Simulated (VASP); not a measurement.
A run of VASP 6.6.1 is set up as follows.

The input INCAR:

```
SYSTEM = Ga
PREC = Accurate ; ENCUT = 520
EDIFF = 1E-7 ; ISMEAR = -1
SIGMA = 0.05 ; LREAL = .False.
LASPH = .True. ; NELM = 60
ALGO = Normal ; ISIF = 2
LWAVE = .False. ; LCHARG = .True.
GGA = PE ; LELF = .True.
LVHAR = .True. ; NBANDS = 20
```

The input KPOINTS:

```
Automatic mesh
0
Gamma
  10 10 8
  0 0 0
```

File POSCAR:

```
Ga
1.0
    1.4500000000     -4.0650000000      0.0000000000
    1.4500000000      4.0650000000      0.0000000000
    0.0000000000      0.0000000000      3.1700000000
Ga
2
Direct
    0.1330000000      0.8670000000      0.7500000000
    0.8670000000      0.1330000000      0.2500000000
```

Potentials or basis: VASP PAW PBE potentials, release 64 (Ga_d).

Command:

```console
$ cat potpaw_PBE.64/Ga_d/POTCAR > POTCAR
$ mpirun -np 1 vasp_std > vasp.out
```

Question: Estimate the pressure.

Answer: 1.5 GPa.

Question: Predict the largest force.

Answer: 0.214 eV/Å.

Question: Predict the band gap on the k mesh.

Answer: None (metal or under the smearing width).

Forces in eV/Å, atoms in the order of the input:
```
Ga   0.000 -0.214  0.000
Ga   0.000  0.214  0.000
```
